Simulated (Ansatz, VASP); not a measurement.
Two plane-wave programs on Ru

```
CELL_PARAMETERS angstrom
-1.50909 1.50909 1.50909
1.50909 -1.50909 1.50909
1.50909 1.50909 -1.50909
ATOMIC_POSITIONS crystal
Ru 0.00000 0.00000 0.00000
```

Alike in both runs: functional PBEsol; k mesh 20 × 20 × 20; occupations gaussian, width 0.1 eV; no spin polarisation.

Ansatz relaxed the structure, and its values are those at the end. VASP's run is a single point on that final structure, the one shown.

```csv
,VASP,Ansatz
version,VASP 6.6.1,Ansatz 0.2.0
potentials or method,"VASP PAW PBE potentials, release 64 (Ru_pv)","scalar-relativistic, plane waves, PAW"
plane-wave cutoff (eV),520,420
valence electrons in the cell,14,16
```

|  | VASP | Ansatz | Ansatz less VASP |
| --- | --- | --- | --- |
| gap on the k mesh at the Fermi level (eV) | none | none | - |
| pressure (GPa) | 0.0 | 0.1 | +0.07 |

A gap of «none» marks a metal or a gap that the smearing closes. With one functional, cell and mesh, what is left measures potentials, basis and numerics. The two sets of potentials don't hold the same shells in valence.

Caveats: the PAW data sets were made with another functional, which shifts forces and pressure a little (VASP).
